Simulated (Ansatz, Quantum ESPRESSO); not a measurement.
# Ge chain with a H atom bridging one bond: ballistic transmission, part 3 of 4

Aim: the zero-bias transmission with pwcond for this junction: Ge chain with a H atom bridging one bond.

Quantum ESPRESSO 7.5; plane-wave DFT, LDA, GBRV ultrasoft pseudopotentials; cross-check by Ansatz 0.2.0 with PAW datasets.

So far. Step 2 (Self-consistent run): The run needed 12 iterations to bring the estimated error under 1e-07 Ry; the largest force on any atom, held or free, is 4.90 eV/Å. Step 3 (Transmission with pwcond.x): At no point does T exceed the number of channels.

## Step 4: Transmission with pwcond.x, with nz1 = 3

Level of this step: transmission by pwcond, lead and junction from one cell; plane-wave DFT, LDA, GBRV ultrasoft pseudopotentials (Quantum ESPRESSO).

How much does a setting matter? One run is repeated with a change.

Input file cond.w.in:

```
&inputcond
  outdir = './out'
  prefixt = 'scf'
  tran_file = 'cond.w.dat'
  bdl = 0.6266666667
  bds = 3.1600000000
  ikind = 1
  ewind = 4.0
  epsproj = 1e-05
  nz1 = 3
  energy0 = 2.0
  denergy = -0.1
/
1
  0.00000000 0.00000000 1.00000000
41
```

Run with:

```bash
$ OMP_NUM_THREADS=1 mpirun -n 2 pwcond.x -in cond.w.in > cond.w.out
```

The log of the run:

```text
[banner, memory and clock lines left out]
Program PWCOND v.7.5 starts
[citation notice left out]

[...]
./out/scf.save/

[...]
negative rho (up, down):  1.519E-04 0.000E+00
     Reading collected, re-writing distributed wavefunctions

===== INPUT FILE containing all the regions =====

     GEOMETRY:

     lattice parameter (alat)  =      14.1729  a.u.
     the volume                =    8996.3734 (a.u.)^3
     the cross section         =     200.8724 (a.u.)^2
     l of the unit cell        =       3.1600 (alat)
     number of atoms/cell      =           11
     number of atomic types    =            2

     crystal axes: (cart. coord. in units of alat)
               a(1) = (  1.0000  0.0000  0.0000 )
               a(2) = (  0.0000  1.0000  0.0000 )
               a(3) = (  0.0000  0.0000  3.1600 )

   Cartesian axes

     site n.     atom                  positions (alat units)
          1        Ge     tau(  1)=(  0.5000  0.5000  3.1600  )
          2        Ge     tau(  2)=(  0.5000  0.5000  0.3133  )
          3        Ge     tau(  3)=(  0.5000  0.5000  0.6267  )
          4        Ge     tau(  4)=(  0.5000  0.5000  0.9400  )
          5        Ge     tau(  5)=(  0.5000  0.5000  1.2533  )
          6        H      tau(  6)=(  0.5827  0.5000  1.4233  )
          7        Ge     tau(  7)=(  0.5000  0.5000  1.5933  )
          8        Ge     tau(  8)=(  0.5000  0.5000  1.9067  )
          9        Ge     tau(  9)=(  0.5000  0.5000  2.2200  )
         10        Ge     tau( 10)=(  0.5000  0.5000  2.5333  )
         11        Ge     tau( 11)=(  0.5000  0.5000  2.8467  )

     nr1s                      =           54
     nr2s                      =           54
     nr3s                      =          180
     nr1sx                     =           54
     nr2sx                     =           54
     nr3sx                     =          180
     nr1                       =           60
     nr2                       =           60
     nr3                       =          192
     nr1x                      =           60
     nr2x                      =           60
     nr3x                      =          192

 _______________________________
  Radii of nonlocal spheres:

     type       ibeta     ang. mom.          radius (alat units)
       Ge         1         0                    0.1426
       Ge         2         0                    0.1426
       Ge         3         1                    0.1426
       Ge         4         1                    0.1426
       Ge         5         2                    0.1426
       Ge         6         2                    0.1426
       H          1         0                    0.0848
       H          2         0                    0.0848
----- General information -----

--- T calc. with identical leads (ikind=1) ---

     nrx                       =           54
     nry                       =           54
     nz1                       =            3

     energy0               =         2.0E+00
     denergy               =        -1.0E-01
     nenergy               =         41
     ecut2d                =         3.4E+01
     ewind                 =         4.0E+00
     epsproj               =         1.0E-05

     number of k_|| points=    1
                       cryst. coord.
        k(    1) = (   0.0000000   0.0000000), wk =   1.0000000
----- Information about left/right lead -----

     nocros                   =           18
     noins                    =           18
     norb                     =           54
     norbf                    =          164
     nrz                      =           36

      iorb      type   ibeta   ang. mom.   m       position (alat)
        1        1       1        0        1   taunew(   1)=(  0.5000  0.5000  0.0000)
        2        1       2        0        1   taunew(   2)=(  0.5000  0.5000  0.0000)
[...]
54        1       6        2        5   taunew(  54)=(  0.5000  0.5000  0.6267)
    k slab    z(k)  z(k+1)     crossing(iorb=1,norb)
    1   0.0000 0.0174 0.0174   111111111111111111000000000000000000000000000000000000
    2   0.0174 0.0348 0.0174   111111111111111111000000000000000000000000000000000000
[...]
36   0.6093 0.6267 0.0174   000000000000000000000000000000000000111111111111111111
----- Information about scattering region -----

     noins                    =          128
     norb                     =          164
     norbf                    =          164
     nrz                      =          144

      iorb      type   ibeta   ang. mom.   m       position (alat)
        1        1       1        0        1   taunew(   1)=(  0.5000  0.5000 -0.0000)
        2        1       2        0        1   taunew(   2)=(  0.5000  0.5000 -0.0000)
[...]
164        1       6        2        5   taunew( 164)=(  0.5000  0.5000  2.5333)
 ngper, shell number =          545          70
 ngper, n2d =          545         121
---  E-Ef =    2.0000000  k =    0.0000000   0.0000000
---  ie =          1  ik =          1
 Nchannels of the left tip =            3
 Right moving states:
   k1(2pi/a)   k2(2pi/a)   E-Ef (eV)
  -0.3204800   0.0000135   2.0000000
  -0.3213502   0.0000114   2.0000000
   0.3226089   0.0000058   2.0000000
 Left moving states:
   k1(2pi/a)   k2(2pi/a)   E-Ef (eV)
   0.3204799   0.0000135   2.0000000
   0.3213502   0.0000114   2.0000000
  -0.3226088   0.0000058   2.0000000

 to transmit
 Band j to band i transmissions and reflections:
    j         i     |T_ij|^2    |R_ij|^2

    1 -->     1     0.83347     0.00450
    1 -->     2     0.00000     0.00000
    1 -->     3     0.15710     0.00492
   Total T_j, R_j =    0.99058  0.00942

    2 -->     1     0.00000     0.00000
    2 -->     2     0.98511     0.01489
    2 -->     3     0.00000     0.00000
   Total T_j, R_j =    0.98511  0.01489

    3 -->     1     0.15861     0.00491
    3 -->     2     0.00000     0.00000
    3 -->     3     0.83335     0.00313
   Total T_j, R_j =    0.99196  0.00804

E-Ef(ev), T(x2 spins) =    2.0000000   5.9352836
---  E-Ef =    1.9000000  k =    0.0000000   0.0000000
---  ie =          2  ik =          1
 Nchannels of the left tip =            3
 Right moving states:
   k1(2pi/a)   k2(2pi/a)   E-Ef (eV)
   0.3170691   0.0000054   1.9000000
  -0.3321739   0.0000138   1.9000000
  -0.3330876   0.0000114   1.9000000
 Left moving states:
   k1(2pi/a)   k2(2pi/a)   E-Ef (eV)
  -0.3170691   0.0000054   1.9000000
   0.3321739   0.0000138   1.9000000
   0.3330876   0.0000114   1.9000000

 to transmit
 Band j to band i transmissions and reflections:
    j         i     |T_ij|^2    |R_ij|^2

    1 -->     1     0.80762     0.01064
    1 -->     2     0.15543     0.02631
    1 -->     3     0.00000     0.00000
   Total T_j, R_j =    0.96305  0.03695

    2 -->     1     0.15540     0.02631
    2 -->     2     0.80920     0.00910
    2 -->     3     0.00000     0.00000
   Total T_j, R_j =    0.96459  0.03541

    3 -->     1     0.00000     0.00000
    3 -->     2     0.00000     0.00000
    3 -->     3     0.98660     0.01340
   Total T_j, R_j =    0.98660  0.01340

E-Ef(ev), T(x2 spins) =    1.9000000   5.8284711
---  E-Ef =    1.8000000  k =    0.0000000   0.0000000
---  ie =          3  ik =          1
 Nchannels of the left tip =            3
 Right moving states:
   k1(2pi/a)   k2(2pi/a)   E-Ef (eV)
   0.3114750   0.0000054   1.8000000
  -0.3440321   0.0000138   1.8000000
  -0.3449526   0.0000114   1.8000000
 Left moving states:
   k1(2pi/a)   k2(2pi/a)   E-Ef (eV)
  -0.3114750   0.0000054   1.8000000
   0.3440321   0.0000138   1.8000000
   0.3449526   0.0000114   1.8000000

 to transmit
 Band j to band i transmissions and reflections:
    j         i     |T_ij|^2    |R_ij|^2

    1 -->     1     0.80823     0.00940
    1 -->     2     0.15763     0.02474
    1 -->     3     0.00000     0.00000
   Total T_j, R_j =    0.96586  0.03414

    2 -->     1     0.15733     0.02474
    2 -->     2     0.80742     0.01051
    2 -->     3     0.00000     0.00000
   Total T_j, R_j =    0.96475  0.03525

    3 -->     1     0.00000     0.00000
    3 -->     2     0.00000     0.00000
    3 -->     3     0.98796     0.01204
   Total T_j, R_j =    0.98796  0.01204

E-Ef(ev), T(x2 spins) =    1.8000000   5.8371356
[... further energies and points left out ...]
---  E-Ef =   -1.8000000  k =    0.0000000   0.0000000
---  ie =         39  ik =          1
 Nchannels of the left tip =            1
 Right moving states:
   k1(2pi/a)   k2(2pi/a)   E-Ef (eV)
   0.0944475   0.0000032  -1.8000000
 Left moving states:
   k1(2pi/a)   k2(2pi/a)   E-Ef (eV)
  -0.0944475   0.0000032  -1.8000000

 to transmit
 Band j to band i transmissions and reflections:
    j         i     |T_ij|^2    |R_ij|^2

    1 -->     1     0.47442     0.52559
   Total T_j, R_j =    0.47442  0.52559

E-Ef(ev), T(x2 spins) =   -1.8000000   0.9488310
---  E-Ef =   -1.9000000  k =    0.0000000   0.0000000
---  ie =         40  ik =          1
 Nchannels of the left tip =            1
 Right moving states:
   k1(2pi/a)   k2(2pi/a)   E-Ef (eV)
   0.0878435   0.0000032  -1.9000000
 Left moving states:
   k1(2pi/a)   k2(2pi/a)   E-Ef (eV)
  -0.0878435   0.0000032  -1.9000000

 to transmit
 Band j to band i transmissions and reflections:
    j         i     |T_ij|^2    |R_ij|^2

    1 -->     1     0.56497     0.43503
   Total T_j, R_j =    0.56497  0.43503

E-Ef(ev), T(x2 spins) =   -1.9000000   1.1299404
---  E-Ef =   -2.0000000  k =    0.0000000   0.0000000
---  ie =         41  ik =          1
 Nchannels of the left tip =            1
 Right moving states:
   k1(2pi/a)   k2(2pi/a)   E-Ef (eV)
   0.0811994   0.0000031  -2.0000000
 Left moving states:
   k1(2pi/a)   k2(2pi/a)   E-Ef (eV)
  -0.0811994   0.0000031  -2.0000000

 to transmit
 Band j to band i transmissions and reflections:
    j         i     |T_ij|^2    |R_ij|^2

    1 -->     1     0.63039     0.36961
   Total T_j, R_j =    0.63039  0.36961

E-Ef(ev), T(x2 spins) =   -2.0000000   1.2607886
   T_tot     2.00000      0.59353E+01
   T_tot     1.90000      0.58285E+01
   T_tot     1.80000      0.58371E+01
   T_tot     1.70000      0.58343E+01
   T_tot     1.60000      0.58275E+01
   T_tot     1.50000      0.58180E+01
   T_tot     1.40000      0.58062E+01
   T_tot     1.30000      0.57922E+01
   T_tot     1.20000      0.57764E+01
   T_tot     1.10000      0.57592E+01
   T_tot     1.00000      0.57410E+01
   T_tot     0.90000      0.57226E+01
   T_tot     0.80000      0.57045E+01
   T_tot     0.70000      0.56857E+01
   T_tot     0.60000      0.49359E+01
   T_tot     0.50000      0.56449E+01
   T_tot     0.40000      0.56386E+01
   T_tot     0.30000      0.56295E+01
   T_tot     0.20000      0.56198E+01
   T_tot     0.10000      0.56082E+01
   T_tot    -0.00000      0.55925E+01
   T_tot    -0.10000      0.55695E+01
   T_tot    -0.20000      0.55357E+01
   T_tot    -0.30000      0.54880E+01
   T_tot    -0.40000      0.54243E+01
   T_tot    -0.50000      0.53437E+01
   T_tot    -0.60000      0.52456E+01
   T_tot    -0.70000      0.51277E+01
   T_tot    -0.80000      0.49806E+01
   T_tot    -0.90000      0.47780E+01
   T_tot    -1.00000      0.44566E+01
   T_tot    -1.10000      0.36334E+01
   T_tot    -1.20000      0.15138E+01
   T_tot    -1.30000      0.82401E+00
   T_tot    -1.40000      0.13301E+00
   T_tot    -1.50000      0.41623E-01
   T_tot    -1.60000      0.35878E+00
   T_tot    -1.70000      0.69499E+00
   T_tot    -1.80000      0.94883E+00
   T_tot    -1.90000      0.11299E+01
   T_tot    -2.00000      0.12608E+01

[...]
```

The job ended after 4.7 min (2 MPI ranks of Arm Neoverse N1, shared host; peak memory 0.55 GiB).

The changed values were drawn from a wide range, not chosen for quality; the comparison shows what they did here together.

Beside the run it was changed from:

```csv
quantity,this run,unchanged run,difference
"transmission at the Fermi level, one spin",2.796,2.796,1.3e-4
"lead channels at the Fermi level, one spin",3,3,0
wall time (s),285,343,
```

Over all energies T moves by up to 0.037, at 0.6 eV.

The physical values in this table stay within 0.05 %.

[end of part 3 of 4]

[Logs are printed without paths, hosts, clocks, repeated set-up lines and the standing remarks that a program may print on its own settings, such as how far it seeks lower states.]

[Hosts, paths, dates, database ids (printed as entryN), source tags and the programs' standing remarks are cut or masked in the printed files.]

[Maps of the electrostatic potential energy from Ansatz leave out the sawtooth potential of an applied field or a dipole correction, so their vacuum need not be flat; planar profiles and work functions include it.]
